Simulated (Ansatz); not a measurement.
GaN: from supercell energies to defect levels (H interstitial)

Method: Ansatz, DFT PBE, scalar-relativistic, plane waves, PAW. Settings: 420 eV cutoff, 2×2×2 k-mesh, shifted by half a step, Gaussian smearing of 0.01 eV, collinear spin in charge 0 alone.

Host crystal, relaxed:

```
Ga N
1.0
     0.00000    2.27424    2.27424
     2.27424    0.00000    2.27424
     2.27424    2.27424    0.00000
Ga N
1 1
Cartesian
  0.0000 0.0000 0.0000
  3.4114 3.4114 3.4114
```

The H interstitial was set at (0.250, 0.250, 0.250) of the host cell, in a supercell of 32 sites (376 Å³), relaxed at fixed cell in each charge q. The host's Kohn–Sham gap is 1.54 eV and its static dielectric constant 11.0 (mean). For each charge: the supercell's free energy over the neutral one with q electrons exchanged at the valence band top, F(q) − F(0) + qE_v; the image-charge term; and the term that aligns the potential far from the defect with the host's.

```
 q F(q) − F(0) + qE_v (eV) image charge (eV) alignment (eV)
+1                   -0.259              0.262          -0.076
 0                    0.000              0.000           0.000
-1                    0.922              0.262          -0.140
```

Q: Add the terms and find the levels between neighbouring charges, ε(q/q′) = [A(q′) − A(q)]/(q − q′), with and without the two corrections.

A: A(q): -0.073 eV for +1, 0.000 eV for 0, 1.044 eV for -1.
```tsv
level	corrected (eV over E_v)	uncorrected (eV)
(+1/0)	0.07	0.26
(0/-1)	1.04	0.92
```

As a check, a point charge in a simple cubic cell of this volume has q²αe²/(2εL) = 0.257 q² eV (e² = 14.40 eV Å, α = 2.837, L = 7.22 Å); the shape of the real cell can change it somewhat. The term grows as q², so it pushes donor levels down and acceptor levels up.

Q: Which of these charges is lowest with the Fermi level at the valence band top, at mid-gap and at the conduction band bottom?

A: The line A(q) + qE_F that lies lowest gives the charge: +1 at E_F = 0.00 eV, 0 at E_F = 0.77 eV, -1 at E_F = 1.54 eV. Charges beyond those computed could lie lower near the band edges.

Q: The neutral defect forms at 2.86 eV with atoms taken from and returned to the elements. What are the formation energies at those three Fermi levels, and what share of sites would hold the defect at 1200 K with E_F at mid-gap, if the host still stood at that temperature?

A: E_f = E_f(0) + A(q) + qE_F = 2.79, 2.86, 2.36 eV. In the dilute limit the share is exp(−E_f/k_BT) = exp(−2.862/0.1034) = 9.6×10⁻¹³, leaving out degeneracy and vibrational entropy. This is the H-rich limit; a poorer supply of H, or a competing compound of it, raises E_f. The small cell and the narrow Kohn–Sham gap leave errors of tenths of an eV or more, which change the share by orders of magnitude.

This zinc-blende form isn't the usual stable structure of the compound.